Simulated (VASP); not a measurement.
# GaAs in VASP: the effect of strain

GaAs:

```xyz
2
Lattice="0.0000 2.8268 2.8268 2.7138 0.0000 2.8268 2.7138 2.8268 0.0000" Properties=species:S:1:pos:R:3 pbc="T T T"
As    4.0707    4.2403    4.2403
Ga    0.0000    0.0000    0.0000
```

The cell isn't the ideal one: strain = -0.04.

Alike in all runs:

* Program: VASP 6.6.1
* Task: single point
* Functional: PBE
* Potentials or basis: VASP PAW PBE potentials, release 64 (As, Ga_d)
* Cutoff: 520 eV
* k mesh: 8 × 8 × 8
* Occupations: fermi-dirac, width 0.05 eV
* Spin: no spin polarisation
* Strain kind: uniaxial_x
* Further INCAR settings: ALGO = Fast; EDIFF = 1e-07

Task: One run gave: gap on the mesh 0.52 eV; pressure 3.5 GPa. Which strain did it use?
A. 0
B. 0.02
C. -0.01
D. -0.04
E. 0.04

Result: A.

| strain | gap on the mesh (eV) | pressure (GPa) |
| --- | --- | --- |
| -0.04 | 0.67 | 6.8 |
| -0.02 | 0.59 | 5.1 |
| -0.01 | 0.56 | 4.3 |
| 0 | 0.52 | 3.5 |
| 0.01 | 0.43 | 2.7 |
| 0.02 | 0.33 | 2.0 |
| 0.04 | 0.14 | 0.7 |

A k mesh can miss the band edges.
